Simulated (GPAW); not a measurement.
# ZnSe (Stilleite) (F-43m) in GPAW: notebook, part 2 of 2

GPAW 26.7.0. Earlier steps stand in the parts before.

**3. Band structure, PBEint, spin-orbit coupling, no magnetisation**

run.py reads:

```python
import numpy as np
from ase.dft.bandgap import bandgap
from ase.io import write
from ase.spacegroup import crystal
from ase.units import GPa
from gpaw import GPAW, PW, setup_paths
from gpaw.spinorbit import soc_eigenstates

setup_paths.insert(0, '.')

# Se 4c
# Zn 4a
atoms = crystal(['Se', 'Zn'],
                basis=[[0.25, 0.25, 0.25],
                       [0.0, 0.0, 0.0]],
                spacegroup=216, setting=1,  # F-43m
                cellpar=[5.6676, 5.6676, 5.6676, 90.0, 90.0, 90.0],
                primitive_cell=True)

calc = GPAW(mode=PW(600),
            xc='GGA_X_PBEINT+GGA_C_PBEINT',
            kpts={'size': (7, 7, 7), 'gamma': True},
            occupations={'name': 'fermi-dirac', 'width': 0.05},
            nbands=18,
            convergence={'density': 1e-05, 'energy': 1e-05},
            maxiter=150,
            txt='gpaw.txt')
atoms.calc = calc
energy = atoms.get_potential_energy()
forces = atoms.get_forces()
stress = atoms.get_stress()
calc.write('gs.gpw')
write('result.traj', atoms)
print(f'Energy: {energy:.6f} eV')
print('Forces (eV/A):')
print(forces.round(4))
print('Stress (GPa):', (stress / GPa).round(3))
print('Fermi level:', round(calc.get_fermi_level(), 4), 'eV')
print(f'Gap: {bandgap(calc)[0]:.4f} eV, direct: {bandgap(calc, direct=True)[0]:.4f} eV')

path = atoms.cell.bandpath('GXWKGLUWLK,UX', npoints=60, eps=1e-4)
bs_calc = calc.fixed_density(kpts=path, symmetry='off', nbands=29,
                             convergence={'bands': 'CBM+6.0', 'eigenstates': 1e-6}, txt='bands.txt')
bs = bs_calc.band_structure()
bs.write('bs.json')
print(f'Gap on the path: {bandgap(bs_calc)[0]:.4f} eV')

soc = soc_eigenstates(bs_calc, theta=90, phi=45)
np.savetxt('soc_bands.dat', soc.eigenvalues(), fmt='%.4f')
mesh = soc_eigenstates('gs.gpw', theta=90, phi=45)
np.savetxt('soc_mesh.dat', mesh.eigenvalues(), fmt='%.4f')
print('Fermi level with spin-orbit coupling:', round(mesh.fermi_level, 4), 'eV')
```

Potentials or basis: PAW data sets generated in the run's folder for this functional, pw.

Started as:

```bash
gpaw-setup -f GGA_X_PBEINT+GGA_C_PBEINT Se Zn
OMP_NUM_THREADS=1 python run.py
```

gpaw.txt:

```text
__  _  _
 | _ |_)|_||  |
 |__||  | ||/\| - 26.7.0

Input parameters:
  mode=PW(ecut=600.0),
  convergence={'density': 1e-05, 'energy': 1e-05},
  kpts=MonkhorstPack(size=(7, 7, 7), gamma=True),
  maxiter=150,
  nbands=18,
  occupations=Occupations(name='fermi-dirac', width=0.05),
  xc=XC(name='GGA_X_PBEINT+GGA_C_PBEINT')

Diagonalizing LCAO Hamiltonian
Converting LCAO to pw mode

           Se

       Zn

Atoms  # Å, Bohr magnetons
|   | symbol |        x |        y |        z |    initial magnetic moments |
|---|--------|----------|----------|----------|-----------------------------|
| 0 |     Se | 1.416900 | 1.416900 | 1.416900 | ( 0.0000,  0.0000,  0.0000) |
| 1 |     Zn | 0.000000 | 0.000000 | 0.000000 | ( 0.0000,  0.0000,  0.0000) |

Unit cell  # Å
| periodic |        x |        y |        z |  lengths |    angles |
|----------|----------|----------|----------|----------|-----------|
|      yes | 0.000000 | 2.833800 | 2.833800 | 4.007598 | 60.000000 |
|      yes | 2.833800 | 0.000000 | 2.833800 | 4.007598 | 60.000000 |
|      yes | 2.833800 | 2.833800 | 0.000000 | 4.007598 | 60.000000 |

Number of symmetries: 24
Symmetry operations  # r_c * U_cc + t_c -> r_c
|    | kind |            matrix            |
|----|------|------------------------------|
|  0 |  E   |  1, 0, 0,  0, 1, 0,  0, 0, 1 |
|  1 |  σ   |  1, 0, 0,  0, 0, 1,  0, 1, 0 |
|  2 |  σ   |  1, 0,-1,  0, 1,-1,  0, 0,-1 |
|  3 |  C3  |  1, 0,-1,  0, 0,-1,  0, 1,-1 |
|  4 |  C3  |  1,-1, 0,  0,-1, 1,  0,-1, 0 |
|  5 |  σ   |  1,-1, 0,  0,-1, 0,  0,-1, 1 |
|  6 |  σ   |  0, 1, 0,  1, 0, 0,  0, 0, 1 |
|  7 |  C3  |  0, 1, 0,  0, 0, 1,  1, 0, 0 |
|  8 |  C2  |  0, 1,-1,  1, 0,-1,  0, 0,-1 |
|  9 |  S4  |  0, 1,-1,  0, 0,-1,  1, 0,-1 |
[... 145 lines left out ...]

SCF iterations
|iter     | |      energy | eigst |  dens |
|---------|-|-------------|-------|-------|
|iter:   1| |   -6.738279 | -0.23 |       |
|iter:   2| |   -6.682016 | -2.21 | -1.26 |
|iter:   3| |   -6.505303 | -1.67 | -1.30 |
|iter:   4| |   -6.505459 | -2.67 | -1.84 |
|iter:   5| |   -6.506666 | -3.79 | -2.32 |
|iter:   6| |   -6.506701 | -4.54 | -3.05 |
|iter:   7| |   -6.506733c| -5.30 | -3.49 |
|iter:   8| |   -6.506736c| -6.16 | -4.08 |
|iter:   9| |   -6.506736c| -8.38c| -4.97 |
|iter:  10| |   -6.506736c| -7.94c| -5.47c|

Converged in 10 steps
Energy contributions relative to reference atoms: (reference = -114884.567400)

Energy contributions:
  Kinetic:          10.221274
  Coulomb:          -8.595822
  Zero:             -0.049850
  External:          0.000000
  Xc:               -8.082337
  Entropy:          -0.000000
  Spinorbit:         0.000000
  ----------------------------
  Free energy:      -6.506736
  Extrapolated:     -6.506736

dipole moment: (-14.402598, -14.402598, -14.402598)  # |e|*Ang

Fermi level: 4.486
Eigenvalues  # (at kpt = [0.000, 0.000, 0.000])
| band index |      eig [eV] | occ [0-2] |
|------------|---------------|-----------|
|          0 |        -9.423 |     2.000 |
|          1 |        -2.687 |     2.000 |
|          2 |        -2.687 |     2.000 |
|          3 |        -2.687 |     2.000 |
|          4 |        -2.322 |     2.000 |
|          5 |        -2.322 |     2.000 |
[... 10 lines left out ...]
|         16 |        16.805 |     0.000 |
|         17 |        16.805 |     0.000 |

Gap: 1.267 eV
Transition (v -> c):
  (s=0, k=0, n=8, [0.00, 0.00, 0.00]) -> (s=0, k=0, n=9, [0.00, 0.00, 0.00])
No difference between direct/indirect transitions

Forces  # eV/Ang
|        x |        y |       z |
|----------|----------|---------|
|  0.00000 | -0.00000 | 0.00000 |  # Se   0
| -0.00000 |  0.00000 | 0.00000 |  # Zn   1

Stress tensor  # eV/Ang^3
|         x |         y |         z |
|-----------|-----------|-----------|
| -0.000296 |  0.000000 |  0.000000 |
|  0.000000 | -0.000296 |  0.000000 |
|  0.000000 |  0.000000 | -0.000296 |

# Writing to gs.gpw (mode='')
```

bands.txt:

```text
Diagonalizing LCAO Hamiltonian
Converting LCAO to pw mode
convergence criteria:
- Maximum integral of absolute [eigenst]ate change: 1e-06 eV^2 / valence electron
maximum number of iterations: 150

SCF iterations
|iter     | |      energy | eigst |  dens |
|---------|-|-------------|-------|-------|
[... 67 lines left out ...]
         [0.41071429, 0.41071429, 0.67857143],
         [0.39285714, 0.39285714, 0.71428571],
         [0.375     , 0.375     , 0.75      ],
         [0.625     , 0.25      , 0.625     ],
         [0.59375   , 0.1875    , 0.59375   ],
         [0.5625    , 0.125     , 0.5625    ],
         [0.53125   , 0.0625    , 0.53125   ],
         [0.5       , 0.        , 0.5       ]])),
  maxiter=150,
  nbands=29,
  occupations=Occupations(name='fermi-dirac', width=0.05),
  symmetry=Symmetry(point_group=False, time_reversal=False),
  xc=XC(name='GGA_X_PBEINT+GGA_C_PBEINT')
```

Wall time 33 s (1 thread of Intel Xeon Platinum 8488C (Sapphire Rapids), shared host); peak memory 0.26 GiB.

Results:

```
Free energy             : -6.5067 eV
Pressure                : 0.0 GPa
Band gap on the k mesh  : 1.13 eV, direct
Band gap along the path : 1.13 eV, direct
```

Levels at the corners of the path, in eV from the valence-band top:
```tsv
point	band 15	band 16	band 17	band 18	band 19	band 20	band 21	band 22
Γ	0.00	0.00	0.00	0.00	1.13	1.13	5.54	5.54
X	-2.42	-2.42	-2.24	-2.24	2.77	2.77	3.30	3.30
W	-3.03	-2.85	-2.80	-2.78	5.21	5.28	5.41	5.52
K	-3.31	-3.19	-1.93	-1.93	3.40	3.40	5.38	5.49
Γ	0.00	0.00	0.00	0.00	1.13	1.13	5.54	5.54
L	-1.12	-1.12	-0.89	-0.89	2.39	2.39	6.17	6.17
U	-3.31	-3.19	-1.93	-1.93	3.40	3.40	5.38	5.49
W	-3.03	-2.85	-2.80	-2.78	5.21	5.28	5.41	5.52
L	-1.12	-1.12	-0.89	-0.89	2.39	2.39	6.17	6.17
K	-3.31	-3.19	-1.93	-1.93	3.40	3.40	5.38	5.49
U	-3.31	-3.19	-1.93	-1.93	3.40	3.40	5.38	5.49
X	-2.42	-2.42	-2.24	-2.24	2.77	2.77	3.30	3.30
```

Caveat: spin-orbit coupling was added after a scalar SCF, so levels and gaps hold it while energy, forces, pressure and moments don't; this program's spin-orbit splittings come out too wide for heavy elements.

**4. Comparison with measurements**

Step 2. Measured gap of ZnSe: 2.695 eV (an exciton energy, a little under the gap; 300 K; “Alloy Disordering Effects on the Thermal Conductivity and Energy Gap Temperature Dependence of Cd1−xZnxSe Ternary Crystals Grown by the Bridgman Method”, 2023, pmc:10253836). This calculation gives 1.12 eV (-1.57 eV). So large a miss can be the level of theory's own, or it may mean another phase, state or a wrong row. The value is that of PW91, without temperature or zero-point motion. Semilocal functionals fall short of measured gaps as a rule.

Step 3. Against the measured gap of ZnSe, 2.695 eV (an exciton energy, a little under the gap; 300 K; “Alloy Disordering Effects on the Thermal Conductivity and Energy Gap Temperature Dependence of Cd1−xZnxSe Ternary Crystals Grown by the Bridgman Method”, 2023, pmc:10253836), the calculated 1.13 eV is off by -1.56 eV. So large a miss can be the level of theory's own, or it may mean another phase, state or a wrong row. The value is that of PBEint, without temperature or zero-point motion.
